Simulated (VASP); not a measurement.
# Al (Im-3m) in VASP: notebook

Runs on Al. Level: PBEsol. Tasks: single point.

Program: VASP 6.6.1. These are calculated values, not measurements. Logs are shortened: lines on timing, memory, paths and dates and some standing lists are left out, and cuts for length are marked.

**1. The crystal as given**

Symmetry: Im-3m, No. 229, cubic system. Conventional cell: a = 3.182 Å, b = 3.182 Å, c = 3.182 Å, α = 90.00°, β = 90.00°, γ = 90.00°. Al (site symmetry m-3m) is surrounded by 8 Al at 2.76 Å.

This isn't the form of Al at room conditions, which is fcc.

**2. Single point, PBEsol**

Contents of INCAR:

```
ADDGRID = F
ALGO = Normal
EDIFF = 1E-7
ENCUT = 400
GGA = PS
ISIF = 2
ISMEAR = 1
LASPH = T
LCHARG = F
LREAL = F
LWAVE = F
NELM = 100
PREC = Accurate
SIGMA = 0.1
```

Contents of KPOINTS:

```
k-points
0
Gamma
  15 15 15
```

Contents of POSCAR:

```
Al
1.0
   -1.5912186900      1.5912186900      1.5912186900
    1.5912186900     -1.5912186900      1.5912186900
    1.5912186900      1.5912186900     -1.5912186900
Al
1
Direct
    0.0000000000      0.0000000000      0.0000000000
```

Potentials or basis: VASP PAW PBE potentials, release 64 (Al).

The run is started by

```
$ cat potpaw_PBE.64/Al/POTCAR > POTCAR
$ mpirun -np 1 vasp_std > vasp.out
```

OUTCAR:

```text
EDIFF = 1E-7
   ENCUT = 400
   GGA = PS
   ISIF = 2
   ISMEAR = 1
   LASPH = T
   LREAL = F
   NELM = 100
   PREC = Accurate

 Found    120 irreducible k-points:

 Following reciprocal coordinates:
            Coordinates               Weight
  0.000000  0.000000  0.000000      1.000000
  0.066667  0.000000  0.000000     12.000000
  0.133333  0.000000  0.000000     12.000000
  0.200000  0.000000  0.000000     12.000000
  0.266667  0.000000  0.000000     12.000000
  0.333333  0.000000  0.000000     12.000000
   k-points           NKPTS =    120   k-points in BZ     NKDIM =    120   number of bands    NBANDS=      5
   number of dos      NEDOS =    301   number of ions     NIONS =      1
   total plane-waves  NPLWV =   5832
   dimension x,y,z NGX =    18 NGY =   18 NGZ =   18
   dimension x,y,z NGXF=    36 NGYF=   36 NGZF=   36
   ions per type =               1
   NGX,Y,Z   is equivalent  to a cutoff of  10.86, 10.86, 10.86 a.u.
   NGXF,Y,Z  is equivalent  to a cutoff of  21.72, 21.72, 21.72 a.u.
 SYSTEM =  unknown system
   PREC   = accura    normal or accurate (medium, high low for compatibility)
   ISTART =      0    job   : 0-new  1-cont  2-samecut
   ICHARG =      2    charge: 1-file 2-atom 10-const
   ISPIN  =      1    spin polarized calculation?
   LNONCOLLINEAR =      F non collinear calculations
   LSORBIT =      F    spin-orbit coupling
   LASPH  =      T    aspherical Exc in radial PAW
   ENCUT  =  400.0 eV  29.40 Ry    5.42 a.u.   4.49  4.49  4.49*2*pi/ulx,y,z
   NELM   =    100;   NELMIN=  2; NELMDL= -5     # of ELM steps
   EDIFF  = 0.1E-06   stopping-criterion for ELM
   LREAL  =      F    real-space projection
   EDIFFG = 0.1E-05   stopping-criterion for IOM
   NSW    =      0    number of steps for IOM
   IBRION =     -1    ionic relax: 0-MD 1-quasi-New 2-CG
   NFREE  =      0    steps in history (QN), initial steepest desc. (CG)
   ISIF   =      2    stress and relaxation
   ISYM   =      2    0-nonsym 1-usesym 2-fastsym
   POTIM  = 0.5000    time-step for ionic-motion
   TEBEG  =    0.0;   TEEND  =   0.0 temperature during run
   PSTRESS=    0.0 pullay stress
   NELECT =       3.0000    total number of electrons
   NUPDOWN=      -1.0000    fix difference up-down
   EMIN   =  10.00;   EMAX   =-10.00  energy-range for DOS
   EFERMI =   0.00;   METHOD = LEGACY
   ISMEAR =     1;   SIGMA  =   0.10  broadening in eV -4-tet -1-fermi 0-gaus
   EFERMI_NEDOS =   21; number of points for ismear=-14 and -15
   IALGO  =     38    algorithm
   IMIX   =      4    mixing-type and parameters
     AMIX     =   0.40;   BMIX     =  1.00
     AMIX_MAG =   1.60;   BMIX_MAG =  1.00
  volume/ion in A,a.u.               =      16.12       108.75
  Fermi-wavevector in a.u.,A,eV,Ry     =   0.934757  1.766435 11.888371  0.873771
  Thomas-Fermi vector in A             =   2.061595
   LORBIT       =      0    0 simple, 1 ext, 2 COOP (PROOUT), +10 PAW based schemes
   GGA     = PS    functional components
   LHFCALC =     F    Hartree Fock is set to
   AEXX    =    0.0000 exact exchange contribution
   IVDW    =     0    specifies the selected vdW correction
   LEPSILON=     F    determine dielectric tensor
   LRPA    =     F    only Hartree local field effects (RPA)
 non-spin polarized calculation
 Methfessel and Paxton  Order N= 1 SIGMA  =   0.10
  energy-cutoff  :      400.00
  volume of cell :       16.12
 maximum number of plane-waves:       321
 NGX is ok and might be reduce to    18
   NGX =  9   NGY =  9   NGZ =  9

 number of electron       3.0000000 magnetization

 Free energy of the ion-electron system (eV)
  ---------------------------------------------------
  ext. energy  EPLUGINS =         0.00000000
  ---------------------------------------------------
  free energy    TOTEN  =        -3.99122288 eV

  energy without entropy =       -3.99111562  energy(sigma->0) =       -3.99118713

 E-fermi :   8.1972     XC(G=0): -10.3470

 val. band max:        8.1790471806   @ k =  -0.4000   0.4000   0.2000
 cond. band min:       8.2137712263   @ k =   0.2667   0.2667   0.0000
 fundamental gap:      0.0347240457
 Fermi energy:         8.1972385166

 k-point     1 :       0.0000    0.0000    0.0000
  band No.  band energies     occupation
      1      -3.0913      2.00000
      2      21.5861      0.00000
      3      21.5861      0.00000
      4      21.5861      0.00000
      5      23.2263      0.00000

 k-point     2 :       0.0667    0.0000    0.0000
  band No.  band energies     occupation
      1      -2.9614      2.00000
      2      20.0574      0.00000
      3      20.7381      0.00000
      4      21.0639      0.00000
      5      22.6486      0.00000

 k-point     3 :       0.1333    0.0000    0.0000
  band No.  band energies     occupation
      1      -2.5725      2.00000
      2      17.3710      0.00000
      3      19.5828      0.00000
      4      20.0067      0.00000
      5      21.5811      0.00000

 k-point     4 :       0.2000    0.0000    0.0000
  band No.  band energies     occupation
      1      -1.9266      2.00000
      2      14.5785      0.00000
      3      18.5797      0.00000
      4      18.9262      0.00000
      5      20.5495      0.00000

 k-point     5 :       0.2667    0.0000    0.0000
  band No.  band energies     occupation
      1      -1.0275      2.00000
      2      11.9021      0.00000
      3      17.7715      0.00000
      4      17.9973      0.00000
      5      19.6856      0.00000

 k-point     6 :       0.3333    0.0000    0.0000
  band No.  band energies     occupation
      1       0.1199      2.00000
      2       9.4040     -0.00000
      3      17.1652      0.00000
      4      17.2771      0.00000
      5      19.0257      0.00000

 [... further k-points ...]

------------------------ aborting loop because EDIFF is reached ----------------------------------------

  FORCE on cell =-STRESS in cart. coord.  units (eV):
  Direction    XX          YY          ZZ          XY          YZ          ZX
  --------------------------------------------------------------------------------------
  -------------------------------------------------------------------------------------
  Total        0.2160614      0.2160614      0.2160614     -0.0000000      0.0000000     -0.0000000
  in kB       21.4801941     21.4801941     21.4801941     -0.0000000      0.0000000     -0.0000000
  external PRESSURE =      21.4801941 kB  Pullay stress =       0.0000000 kB

 VOLUME and BASIS-vectors are now :
 -----------------------------------------------------------------------------
  energy-cutoff  :      400.00
  volume of cell :       16.12
      direct lattice vectors                 reciprocal lattice vectors
    -1.591218690  1.591218690  1.591218690     0.000000000  0.314224565  0.314224565
     1.591218690 -1.591218690  1.591218690     0.314224565  0.000000000  0.314224565
     1.591218690  1.591218690 -1.591218690     0.314224565  0.314224565  0.000000000

 POSITION                                       TOTAL-FORCE (eV/Angst)
 -----------------------------------------------------------------------------------
      0.00000      0.00000      0.00000        -0.000000     -0.000000      0.000000
 -----------------------------------------------------------------------------------
    total drift:                                0.000000      0.000000      0.000000

  FREE ENERGIE OF THE ION-ELECTRON SYSTEM (eV)
  ---------------------------------------------------
  free  energy   TOTEN  =        -3.9912228847 eV

  energy  without entropy=       -3.9911156206  energy(sigma->0) =       -3.99118713
```

It used 4.4 s of CPU time on 1 thread of Intel(R) Xeon(R) Platinum 8375C CPU @ 2.90GHz (Ice Lake), with other jobs on the host, which was overloaded at the time.

The run converged, but some of its settings lie outside the range that counts as converged, so its numbers aren't taken as properties of the crystal.

What came out:

| Property | Result |
| --- | --- |
| Free energy | -3.9912 eV |
| Pressure | 2.1 GPa |
| Band gap on the k mesh | none (metal or under the smearing width) |

Caveat: the PAW data sets were made with another functional, which shifts forces and pressure a little.

**3. Single point, PBEsol**

INCAR is that of step 2.

KPOINTS is that of step 2.

Contents of POSCAR:

```
Al
1.0
   -1.5505220000      1.6151010000      1.5901740000
    1.5972310000     -1.6159030000      1.6376860000
    1.5218560000      1.5872370000     -1.5909760000
Al
1
Direct
   -0.0427450000     -0.0166940000     -0.0578530000
```

Potentials or basis: VASP PAW PBE potentials, release 64 (Al).

The run is started by

```
$ cat potpaw_PBE.64/Al/POTCAR > POTCAR
$ mpirun -np 1 vasp_std > vasp.out
```

Run time: 79 s. Hardware: 1 thread of Intel Xeon Platinum 8375C at 2.90GHz (Ice Lake), shared host; peak memory 0.19 GiB.

The run converged, but some of its settings lie outside the range that counts as converged, so its numbers aren't taken as properties of the crystal.

What came out:

* Free energy: -3.9900 eV
* Pressure: 2.3 GPa
* Band gap on the k mesh: none (metal or under the smearing width)

Caveat: the PAW data sets were made with another functional, which shifts forces and pressure a little.

**4. Single point, PBEsol**

INCAR: that of step 3 with these lines changed.

```diff
@@ -13,2 +13,2 @@
 PREC = Accurate
-SIGMA = 0.1
+SIGMA = 0.05
```

KPOINTS is that of step 3.

Contents of POSCAR:

```
Al
1.0
   -1.5912186900      1.5912186900      1.5912186900
    1.5912186900     -1.5912186900      1.5912186900
    1.5912186900      1.5912186900     -1.5912186900
Al
1
Direct
    0.0000000000      0.0000000000      0.0000000000
```

The run is started by

```
$ cat potpaw_PBE.64/Al/POTCAR > POTCAR
$ mpirun -np 1 vasp_std > vasp.out
```

It used 3.8 s of CPU time on 1 thread of Intel(R) Xeon(R) Platinum 8375C CPU @ 2.90GHz (Ice Lake), with other jobs on the host, which was overloaded at the time.

These settings aren't checked as converged: the numbers below hold their error.

Results:

```
Free energy            : -3.9912 eV
Pressure               : 2.1 GPa
Band gap on the k mesh : none (metal or under the smearing width)
```

Caveat: the PAW data sets were made with another functional, which shifts forces and pressure a little.
